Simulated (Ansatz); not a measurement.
In doubt: masses and optical values from hybrid runs of this build are listed as unsure, which bears on the screening that GW takes from such a start.

Rows from a G0W0 calculation on Cd2TeS (ordered model alloy, started on the CdTe lattice) (Ima2) (Ansatz 0.2.0; G0W0 on HSE06, plane waves, PAW; PAW set soft_1; 2×2×2 mesh, 288 empty bands, screening to 43 eV, PAW set soft_1 files), in eV. Spin-orbit coupling is left out.

```csv
row,k,band,start,Σx,Σc at the solution,Vxc
A,Γ,c3,10.459,-7.354,-3.378,-11.104
B,Γ,v2,7.616,-18.281,1.975,-16.564
C,Γ,v1,7.689,-18.250,1.977,-16.533
D,Γ,v3,7.489,-18.237,2.015,-16.474
E,Γ,c1,8.890,-8.198,-3.306,-11.895
F,Γ,c2,10.071,-7.860,-3.351,-11.635
```

Give the quasiparticle energies and the shift of each level.

The quasiparticle equation reads E = start + Σx + Σc(E) − Vxc.

```csv
row,E (eV),shift (eV)
A,10.831,+0.372
B,7.875,+0.258
C,7.950,+0.261
D,7.740,+0.252
E,9.281,+0.391
F,10.494,+0.423
```

The gap over the computed points goes from 1.20 eV to 1.33 eV.

Limits: not at the basis limit; no spin-orbit coupling.

[Paths, hosts, dates, memory and timing lines, banners, echoed tables and standing remarks are left out of the program output.]

[Logs are printed without paths, hosts, clocks, repeated set-up lines and the standing remarks that a program may print on its own settings, such as how far it seeks lower states.]

[Runs of the session that timed out or met a known fault of the program may be left out.]

[Cells called generated may have been cut or substituted from an entry of the Crystallography Open Database or the Materials Project.]

[Hosts, paths, dates, database ids (printed as entryN), source tags and the programs' standing remarks are cut or masked in the printed files.]
